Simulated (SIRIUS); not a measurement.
Ge:

```
CELL_PARAMETERS angstrom
4.00068 0.00000 0.00000
2.00034 3.46469 0.00000
2.00034 1.15490 3.26654
ATOMIC_POSITIONS crystal
Ge 0.75000 0.75000 0.75000
Ge 0.50000 0.50000 0.50000
```

- Program: SIRIUS 7.12.0
- Task: relaxation of cell and atoms
- Functional: revPBE
- Dispersion: D4
- Potentials or basis: PseudoDojo 0.4.1 PBE standard (scalar relativistic)
- Cutoff: 1078 eV
- Density cutoff: 4311 eV
- k mesh: 4 × 4 × 4
- Occupations: fermi-dirac, width 0.05 eV
- Spin: no spin polarisation

At the start: pressure 1.8 GPa; volume 22.64 Å³/atom.

Q: Where does the relaxation end?

A: Over 3 steps the energy falls by 5.0 meV/atom and the volume is 23.47 Å³/atom (+3.7 %); space group Fd-3m (No. 227, to 0.05 Å).

The path:
```tsv
step	energy change (eV)	largest force (eV/Å)	pressure (GPa)	volume (Å³)
1	0.0000	0.0000	1.80	45.28
2	-0.0026	0.0000	1.52	45.53
3	-0.0100	0.0000	0.06	46.94
```

Final structure:
```yaml
crystal:
  lattice:
    - [4.04904, 0.00000, 0.00000]
    - [2.02452, 3.50657, 0.00000]
    - [2.02452, 1.16886, 3.30603]
  atoms:
    - { symbol: Ge, position: [0.75000, 0.75000, 0.75000] }
    - { symbol: Ge, position: [0.50000, 0.50000, 0.50000] }
```

Caveat: the k mesh is coarse (spacing up to 0.48 Å⁻¹), so the values aren't converged; the potentials were made for another functional, which shifts forces and pressure.
